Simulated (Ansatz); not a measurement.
Crystal: MgTe.

```
CELL_PARAMETERS angstrom
0.00000 3.23200 3.23200
3.23200 0.00000 3.23200
3.23200 3.23200 0.00000
ATOMIC_POSITIONS crystal
Te 0.25000 0.25000 0.25000
Mg 0.00000 0.00000 0.00000
```

The cell comes from a database or a generator and needn't be the stable form of this composition.

| Property | Result |
| --- | --- |
| Program | Ansatz 0.2.0 |
| Task | relaxation of cell and atoms |
| Functional | B3LYP |
| Potentials or basis | Ansatz PAW |
| Cutoff | 420 eV (not typed: the program's choice for these potentials) |
| k mesh | 4 × 4 × 4 |
| Occupations | fermi-dirac, width 0.05 eV |
| Spin | no spin polarisation |

At the start: volume 33.76 Å³/atom.

Q: How do energy, volume and symmetry change on relaxing?

A: It ends after 4 steps and the volume is 34.83 Å³/atom (+3.2 %); space group F-43m (No. 216, to 0.05 Å).

Step by step:
| step | energy change (eV) | largest force (eV/Å) | volume (Å³) |
| --- | --- | --- | --- |
| 1 | 0.0000 | 0.0000 | 67.52 |
| 2 | -0.0063 | 0.0000 | 70.25 |
| 3 | -0.0070 | 0.0000 | 69.65 |
| 4 | -0.0072 | 0.0000 | 69.65 |

Final structure:
```yaml
crystal:
  lattice:
    - [0.00000, 3.26567, 3.26567]
    - [3.26567, 0.00000, 3.26567]
    - [3.26567, 3.26567, 0.00000]
  atoms:
    - { symbol: Te, position: [0.25000, 0.25000, 0.25000] }
    - { symbol: Mg, position: [0.00000, 0.00000, 0.00000] }
```

Caveat: the k mesh is coarse (spacing up to 0.42 Å⁻¹), so the values aren't converged, least of all with exact exchange; the plane-wave basis is chosen anew once the cell has moved, so the energies of steps on either side of that aren't comparable; the PAW data sets come from PBE, with cores solved anew for the run's functional, which leaves a small shift of forces and pressure.
